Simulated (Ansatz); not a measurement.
## CuO (C2/c)

Computed with Ansatz (plane waves, PAW): PBE+U, U_eff = 5.0 eV (Dudarev form) on Cu d, fully localised double counting, collinear spin, scalar-relativistic, 420 eV, PAW set soft_2, 7×7×4 mesh, Gaussian smearing of 0.05 eV.

```
Cu O
1.0
     2.34185   -1.71130    0.00000
     2.34185    1.71130    0.00000
    -0.85003    0.00000    5.05787
Cu O
2 2
Direct
  0.00000 0.50000 0.00000
  0.50000 0.00000 0.50000
  0.58160 0.41840 0.25000
  0.41840 0.58160 0.75000
```

The structure is that of a cell as deposited in COD, unrelaxed.

Cell and atoms stay fixed. Atoms count from 1 in the text and from 0 in parts of the program's output.

Two runs on this cell converged from different starts. The ends of their outputs, energies left out (λ are the eigenvalues of a shell's occupation matrix):

Run A:

```
Magnetization: 1.9704 μB (25.9852 up, 24.0148 down)
Absolute magnetization: 2.0165 μB (∫|ρ↑−ρ↓|, with the PAW one-centre terms)
Per-site moments (μB) at R_I (Å): [(0.63114, 0.80469), (0.63114, 0.80469), (0.32277, 0.80469), (0.32277, 0.80469)]
Entropy (-TS):   -0.000560 eV (-0.140 meV/atom)
Fermi energy:    11.904233 eV
--- Forces (eV/Å), atoms counted from 1 ---
  atom   1  Cu     0.00000000     0.00000000     0.00000000
  atom   2  Cu     0.00000000     0.00000000     0.00000000
  atom   3  O      0.00000000     0.03224630     0.00000000
  atom   4  O      0.00000000    -0.03224630     0.00000000
--- Stress (GPa, compression-positive) ---
        8.062300       0.000000      -0.142221
        0.000000       8.673359       0.000000
       -0.142217       0.000000       9.478237
  P = ⅓ Tr σ = 8.7380 GPa (87.380 kbar)
--- Löwdin populations: 4 sites ---
  site symbol       q [e]    m [muB]
     0     Cu     17.9302     0.5642
     1     Cu     17.9302     0.5642
     2      O      6.9539     0.4148
     3      O      6.9539     0.4148
--- Occupation matrices: 2 shells (run DFT+U table (all-electron-ortho-atomic); ε = 1.42e-3) ---
  Cu0 d_3D up     Tr n = 4.9698  λ = 0.983 0.992 0.998 0.998 0.999
  Cu0 d_3D dn     Tr n = 4.3893  λ = 0.424 0.978 0.995 0.996 0.996
  Cu1 d_3D up     Tr n = 4.9698  λ = 0.983 0.992 0.998 0.998 0.999
  Cu1 d_3D dn     Tr n = 4.3893  λ = 0.424 0.978 0.995 0.996 0.996
```

Run B:

```
Magnetization: 0.0000 μB (25.0000 up, 25.0000 down)
Absolute magnetization: 1.4709 μB (∫|ρ↑−ρ↓|, with the PAW one-centre terms)
Per-site moments (μB) at R_I (Å): [(-0.55572, 0.80469), (0.55570, 0.80469), (0.00001, 0.80469), (0.00001, 0.80469)]
Fermi energy:    11.909240 eV
--- Forces (eV/Å), atoms counted from 1 ---
  atom   1  Cu     0.00000000     0.00000000     0.00000000
  atom   2  Cu     0.00000000     0.00000000     0.00000000
  atom   3  O      0.00001324     0.01337061    -0.00002594
  atom   4  O     -0.00001324    -0.01337061     0.00002594
--- Stress (GPa, compression-positive) ---
        7.531976      -0.000012      -0.882789
       -0.000047       7.617572      -0.000106
       -0.882811      -0.000133       8.775975
  P = ⅓ Tr σ = 7.9752 GPa (79.752 kbar)
--- Löwdin populations: 4 sites ---
  site symbol       q [e]    m [muB]
     0     Cu     17.9480    -0.5056
     1     Cu     17.9480     0.5056
     2      O      6.9395     0.0000
     3      O      6.9395     0.0000
--- Occupation matrices: 2 shells (run DFT+U table (all-electron-ortho-atomic); ε = 4.29e-3) ---
  Cu0 d_3D up     Tr n = 4.4287  λ = 0.453 0.981 0.998 0.998 0.999
  Cu0 d_3D dn     Tr n = 4.9519  λ = 0.981 0.982 0.996 0.997 0.997
  Cu1 d_3D up     Tr n = 4.9519  λ = 0.981 0.982 0.996 0.997 0.997
  Cu1 d_3D dn     Tr n = 4.4288  λ = 0.453 0.981 0.998 0.998 0.999
```

Problem. Which run lies higher in energy, by how much, and why?

Solution. Run A, by 35.4 meV/atom. Run A has no gap on the mesh (a metal); run B has a gap of 0.49 eV. Run A kept 4 symmetry operations, run B 2. Flag on run A: mesh too coarse for this metal. Flag on run B: starting pattern of moments not kept. They differ in magnetic order (signs of the magnetic ions' moments, up to an overall flip, +− in run B, ++ in run A). With J = 0 the Hubbard energy is (U/2) Σ λ(1 − λ), a penalty on fractional natural occupations. The sums Σ λ(1 − λ) over the cell's shells are 0.64 for run B and 0.62 for run A, which at U/2 = 2.50 eV give 1.60 and 1.54 eV per cell. Of the difference of 0.14 eV per cell, the Hubbard term gives -0.06 eV and all other terms 0.20 eV, so the other terms decide the order against the Hubbard term. The other terms are taken on each state's own density, so they aren't the result of a run without U.

In the lower state the fixed cell carries a pressure of 8.0 GPa (the cell is smaller than this level of theory would relax to); relaxing would change energies and could change the order of close states.

Run A started from atoms, symmetry kept, no search, moments Cu1 1.00; Cu2 1.00 μB. Run B started from: random orbitals: random mixtures, high spin, moments Cu1 1.00; Cu2 1.00 μB, occupations held until the density converged. At this level the cell was started in 11 ways. Run B holds the lowest state found for this cell, which doesn't make it the ground state. For metallic states the mesh is coarse, so energy differences carry some meV/atom. U wasn't fitted or computed for this material, so the results show what this U gives and needn't match the real solid. Where a metal has almost no states within the smearing of the Fermi level on this mesh, its moment and stress follow whole counts of k-points and would move on a finer mesh. Gaps are Kohn–Sham gaps over the k-mesh alone and may be smaller between its points.
